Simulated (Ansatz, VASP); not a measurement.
# One calculation of SiC, two programs

```
CELL_PARAMETERS angstrom
3.08062 0.00000 0.00000
-1.54031 2.66790 0.00000
0.00000 0.00000 22.65946
ATOMIC_POSITIONS crystal
C 0.00000 0.00000 0.37512
C 0.33333 0.66667 0.48612
C 0.66667 0.33333 0.59872
Si 0.33333 0.66667 0.40287
Si 0.66667 0.33333 0.51166
Si 0.00000 0.00000 0.62112
```

Alike in both runs: functional PBEsol; k mesh 9 × 9 × 1; occupations gaussian, width 0.05 eV; no spin polarisation.

Ansatz relaxed the structure, and its values are those at the end. VASP's run is a single point on that final structure, the one shown.

```csv
,VASP,Ansatz
version,VASP 6.6.1,Ansatz 0.2.0
potentials or method,"VASP PAW PBE potentials, release 64 (C, Si)","scalar-relativistic, plane waves, PAW"
plane-wave cutoff (eV),520,420
valence electrons in the cell,24,24
```

Ansatz gave:

- gap on the k mesh at the Fermi level (eV): none
- rms of the force components (eV/Å): 1.032

Question: What did VASP give for the same quantities?

Answer: gap on the k mesh at the Fermi level (eV): none; rms of the force components (eV/Å): 1.027.

A gap of «none» marks a metal or a gap that the smearing closes. With one functional, cell and mesh, what is left measures potentials, basis and numerics.

Caveats: the PAW data sets were made with another functional, which shifts forces and pressure a little (VASP).
